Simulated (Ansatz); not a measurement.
**CuI (F-43m) under pressure**

```
CELL_PARAMETERS angstrom
2.96954 2.96954 0.00000
-2.96954 2.96954 0.00000
0.00000 2.96954 2.96954
ATOMIC_POSITIONS crystal
Cu 0.75000 0.25000 0.50000
I 0.00000 0.00000 0.00000
```

This is the zero-pressure cell under PBEsol. Cell and atoms are relaxed by PAW (default files of Ansatz 0.2.0, cutoff 420 eV, stress met within about 0.05 GPa) at each pressure, in this structure whether or not another phase would take over; P is the pressure reached, less that of this cell. Levels come from PBEsol, all-electron LAPW in Ansatz 0.2.0, with spin-orbit coupling; k mesh 6×6×6, fixed occupations, basis error target 0.5 meV/atom. Conduction levels are in eV over the valence top (at Γ), at fixed fractional wave vectors. Zone-centre phonons come from finite displacements by PAW, without the LO-TO term.

```
P (GPa)    V/V₀      Γ      L      X  T2 TO (cm⁻¹)
  -1.98  1.0469  0.887  1.915  2.402         126.3
   0.00  1.0000  1.002  1.941  2.295         144.5
   1.99  0.9645  1.099  1.960  2.208         159.0
   4.00  0.9349  1.188  1.977  2.130         171.7
   6.98  0.8990  1.306  1.997  2.030         188.1
   9.99       ?      ?      ?      ?             ?
  14.99  0.8299  1.566  2.035  1.810         222.8
```

Problem. Fit the third-order Birch-Murnaghan equation to the rows shown.

Solution. With f = [(V₀/V)^(2/3) − 1]/2, the normalised pressure F = P/[3f(1 + 2f)^(5/2)] is 47.5 GPa at f = -0.0150, 51.3 GPa at f = 0.0122, 51.9 GPa at f = 0.0230, 53.0 GPa at f = 0.0368, 55.3 GPa at f = 0.0662. The line F = B₀[1 + (3/2)(B′ − 4)f] gives B₀ = 49.5 GPa and B′ = 5.3.

Problem. What are the volume deformation potentials and pressure coefficients of these levels at zero pressure?

Solution. 

| level | dE/dlnV (eV) | dE/dP = −(dE/dlnV)/B₀ (meV/GPa) | mean slope up to 2.0 GPa (meV/GPa) |
| --- | --- | --- | --- |
| Γ | -2.61 | 52.8 | 48.9 |
| L | -0.55 | 11.1 | 9.9 |
| X | 2.37 | -47.9 | -43.7 |

dE/dlnV is the slope of a cubic fit in ln V at V₀. The last column is read from two rows and shows how the slope bends with pressure.

Problem. What mode Grüneisen parameters follow?

Solution. γ = −d ln ω/d ln V at V₀ from a quadratic fit in ln V: T2 2.75.

Problem. What belongs in the row at 9.99 GPa?

Solution. The fits give V/V₀ = 0.8696 and Γ = 1.411 eV. Computed: V/V₀ = 0.8694, Γ = 1.412, L = 2.014, X = 1.940, T2 TO (cm⁻¹) = 202.3.

Keep in mind: no other phase was computed; many crystals of this kind change structure within this range, and rows or crossings beyond such a change describe a metastable lattice; the frozen-core PAW files of the relaxations were fitted under PBE, their cores solved anew for this functional; semilocal gaps are low, and the spacing of valleys can be off by tenths of an eV; levels are read at fixed fractional k, so an edge that moves off these points is missed.
